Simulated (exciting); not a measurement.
Something may be wrong with this exciting (release sodium) calculation of Au.

input.xml

```xml
<input>
  <title>Au</title>
  <structure speciespath="./" tshift="false">
    <crystal scale="5.5372648297">
      <basevect>-0.014256371724 0.666668220918 0.745218249289</basevect>
      <basevect>0.689817098330 0.028582489675 0.702379387890</basevect>
      <basevect>0.727696616347 0.661708877536 -0.009297031755</basevect>
    </crystal>
    <species speciesfile="Au.xml" rmt="2.3">
      <atom coord="0.000000000000 0.000000000000 0.000000000000"/>
    </species>
  </structure>
  <groundstate do="fromscratch" ngridk="11 12 11" rgkmax="8" gmaxvr="14" lmaxapw="10" lmaxmat="10" lmaxvr="8" xctype="LDA_PZ" stype="gaussian" swidth="0.00499791" nempty="12" ValenceRelativity="iora*" epsengy="1e-05" epspot="1e-05" maxscl="50" outputlevel="low"/>
  <properties>
    <bandstructure>
      <plot1d>
        <path steps="60">
          <point coord="-0.5 0 0" label="X"/>
          <point coord="0 0 0" label="G"/>
          <point coord="0.5 0.5 0.5" label="Y" breakafter="true"/>
          <point coord="0 0.5 0.5" label="L"/>
          <point coord="0 0 0" label="G"/>
          <point coord="0 0 -0.5" label="Z" breakafter="true"/>
          <point coord="-0.5 0 -0.5" label="N"/>
          <point coord="0 0 0" label="G"/>
          <point coord="0.5 0.5 0" label="M" breakafter="true"/>
          <point coord="0 0.5 0" label="R"/>
          <point coord="0 0 0" label="G"/>
        </path>
      </plot1d>
    </bandstructure>
    <dos nwdos="300" winddos="-0.6 0.5" inttype="tetra" ngrdos="100" nsmdos="0"/>
  </properties>
</input>
```

Potentials or basis: all-electron LAPW+lo, shipped species files, valence relativity iora*.

Command:

```sh
$ OMP_NUM_THREADS=1 exciting_smp
```

Output:

```text
Parser ERROR: 'gaussian                                                                        ' is not valid selection for stype
```

Problem. Diagnose the run.

Solution. The input was rejected before any iteration. The input holds a flaw that was put in on purpose: smearing word that the schema lacks (stype = gaussian).
